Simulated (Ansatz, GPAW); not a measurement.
**Sn: 3 runs at one level of theory**

```
Sn
1.0
     0.00000    3.23334    3.23334
     3.23334    0.00000    3.23334
     3.23334    3.23334    0.00000
Sn
2
Cartesian
  4.8500 4.8500 4.8500
  3.2333 3.2333 3.2333
```

This isn't the form of Sn at room conditions, which is tetragonal (white tin).

Alike in all runs: task single point; functional PBE; k mesh 7 × 7 × 7; occupations gaussian, width 0.025 eV; no spin polarisation; no spin-orbit coupling. Pressure is positive in compression and, in plane waves, holds the error of the finite cutoff, which Ansatz's Pulay term estimates and takes out.

```json
{"program and potentials": "Ansatz, Ansatz PAW", "plane-wave cutoff (eV)": "420", "notes": "Pulay term of +0.03 GPa included", "pressure (GPa)": "3.83"}
{"program and potentials": "Ansatz, all-electron LAPW, scalar-relativistic", "plane-wave cutoff (eV)": "-", "notes": "-", "pressure (GPa)": "3.83"}
{"program and potentials": "GPAW, GPAW PAW data sets (gpaw-data 1.2.1)", "plane-wave cutoff (eV)": "600", "notes": "-", "pressure (GPa)": "3.53"}
```

The pressure spans 3.53 (GPAW, GPAW PAW data sets (gpaw-data 1.2.1)) to 3.83 GPa (Ansatz, Ansatz PAW), with all-electron results at 3.83.

Differences between rows come from potentials, basis sets and numerical settings, since the functional is the same but for its coding. Runs on potential files found faulty are left out.

All three calculations put this diamond-structure cell of grey tin under compression, so PBE would favour a larger volume. The cell is close to the measured one, and the positive pressure therefore fits the known tendency of PBE to underbind solids of heavy p-block elements. Its gradient correction favours the more inhomogeneous density of an expanded lattice, and the rather soft, open network of tetrahedral sp³ bonds in tin yields readily to that bias.

The Ansatz PAW result matches the all-electron value of 3.83 GPa, which suggests that its treatment of the core adds little to the pressure at this volume. GPAW gives 3.53 GPa, perhaps because its data set describes the semicore 4d shell or the core region differently. This gap is small beside the pressure itself and leaves its sign untouched. Pressure at a single volume doesn't settle the balance between grey and white tin, which requires the energies of both phases.
